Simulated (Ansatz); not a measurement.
## Stiffness of Mg2Si from strained cells

```xyz
3
Lattice="0.0000 3.1950 3.1950 3.1950 0.0000 3.1950 3.1950 3.1950 0.0000" Properties=species:S:1:pos:R:3 pbc="T T T"
Mg    1.5975    1.5975    1.5975
Mg    4.7925    4.7925    4.7925
Si    0.0000    0.0000    0.0000
```

Atoms are numbered in the order listed.

The geometry is COD entry 9009039, unchecked; take it as a test cell. It differs from other determinations.

Method: DFT, LDA, all-electron LAPW, scalar-relativistic (Ansatz 0.2.0).

Settings: a Γ-centred 11×11×11 k mesh, Fermi–Dirac smearing of 0.05 eV, basis error target 1 meV/atom, no spin polarisation.

The unstrained cell is at -3.20 GPa. Large strains and very small stresses are left out. Each strain is applied once, with fractional coordinates held (clamped ions), and σ below is the change of stress, positive in tension. One finite strain gives stress–strain coefficients at this pressure with an error of the order of the strain times third-order constants, a few per cent for each per cent of strain.

Problem. Estimate the stiffness probed by this change, and the stress that it gives: equal xy, yz and zx engineering shear strains of -1 %.

Solution. σxy = -0.43 GPa and γxy = 2εxy = -0.0100, so C44 (clamped ions) = σxy/γxy = 43 GPa.

Problem. With equal xy, yz and zx engineering shear strains of +1 %, the run gives σxy = 0.41 GPa and γxy = 2εxy = 0.0100. Which stiffness follows?

Solution. C44 (clamped ions) = σxy/γxy = 41 GPa.

Problem. The two estimates of C44 (clamped ions) differ. Why, and which value is best?

Solution. Finite strains add third-order terms, which change sign with the strain; interpolating the two linearly to zero strain gives 42 GPa, the better value.
